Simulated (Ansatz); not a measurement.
Two isomers of C4H6O2: A = `C#COC(C)O`, B = `O=C1CCCO1`.

Isolated molecules relaxed with PBE0-D4/def2-TZVP in Ansatz; ΔE leaves out vibrations. CCSD(T)/CBS adds triple-zeta CCSD(T) − MP2 to the extrapolated MP2 energy (def2 sets, frozen cores). DFT in def2-TZVPP. B3LYP here is the variant with VWN-RPA as its local correlation; programs differ in this. One conformer a species, not always the lowest.

Question: Which isomer does CCSD(T)/CBS put lower? Give the gap. (An estimate is asked.)

Answer: The calculation gave: B, by 62.3 kcal/mol.

Question: Give E(B) − E(A) in kcal/mol with HF/def2-TZVPP, B3LYP-D4, ωB97M-V, CCSD(T)/def2-TZVPP, r2SCAN-D4, BLYP-D4, B3LYP. (Best estimate.)

Answer: Computed: HF/def2-TZVPP -62.9, B3LYP-D4 -62.5, ωB97M-V -64.4, CCSD(T)/def2-TZVPP -63.3, r2SCAN-D4 -66.8, BLYP-D4 -60.5, B3LYP -61.5. None reverses the order clearly.

Question: Does the order hold for the free energy at 298.15 K (harmonic terms from PBE0-D4)? (Estimate.)

Answer: Computed: Yes: G(B) − G(A) = -58.0 kcal/mol, for one conformer each.

Largest T1 diagnostic: 0.014.

From BLYP to BHLYP (50 % exact exchange), in def2-TZVPP and without D4, E(B) − E(A) moves by −4.7 kcal/mol. Leaving LDA and LC-ωPBE aside and taking each functional with its dispersion term where it has one, the values spread over 8.0 kcal/mol, from PBE0-D4 to BLYP-D4. LDA lies −3.3 kcal/mol from PBE without D4.
